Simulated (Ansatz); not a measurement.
# Rb: the cost of one run

Program: Ansatz 0.2.0. Level of theory: DFT PBE, scalar-relativistic, plane waves, PAW. These are calculated values, not measurements.

## Step 1: The system as given

Symmetry: Cmcm, No. 63, orthorhombic system. The conventional cell has a = 5.076 Å, b = 8.889 Å, c = 8.448 Å, α = 90.00°, β = 90.00°, γ = 90.00°.

Coordinates:

```cif
data_structure
_symmetry_space_group_name_H-M 'P 1'
_symmetry_Int_Tables_number 1
_cell_length_a 5.1184
_cell_length_b 5.1184
_cell_length_c 8.4480
_cell_angle_alpha 90.000
_cell_angle_beta 90.000
_cell_angle_gamma 120.543
_cell_volume 190.61
loop_
_atom_site_label
_atom_site_type_symbol
_atom_site_fract_x
_atom_site_fract_y
_atom_site_fract_z
_atom_site_occupancy
Rb1 Rb 0.83971 0.16029 0.75000 1
Rb2 Rb 0.16029 0.83971 0.25000 1
```

The structure comes from the Materials Project (structure only).

## Step 2: The base run

input.yaml

```yaml
crystal:
  lattice:
    - [2.53817626, -4.44471898, 0.0]
    - [2.53817626, 4.44471898, 0.0]
    - [0.0, 0.0, 8.4480028]
  atoms:
    - { symbol: Rb, position: [0.83971126, 0.16028874, 0.75] }
    - { symbol: Rb, position: [0.16028874, 0.83971126, 0.25] }
basis:
  ecutwfc: 500
  fft_grid_basis: typed
kpoints:
  mp_grid: { grid: [8, 8, 4] }
hamiltonian:
  xc: pbe
  pseudopotentials: { kind: paw }
scf:
  occupations: { method: gaussian, width: 0.05 }
output:
  forces: true
  stress: true
  eigenvalues: true
  bader: true
  write_density: true
  volumetric_format: npy
  elf: true
```

On the command line:

```
$ ansatz run input.yaml --threads 1 --pin off --max-ram 2560MiB --backend cpu --events-out ev --progress --plain --runs-dir out
```

**Question.** How long does this run take on 1 thread of Arm Neoverse V2, shared host, and how much memory does it need?

About 20 s, with a peak of 0.48 GiB.
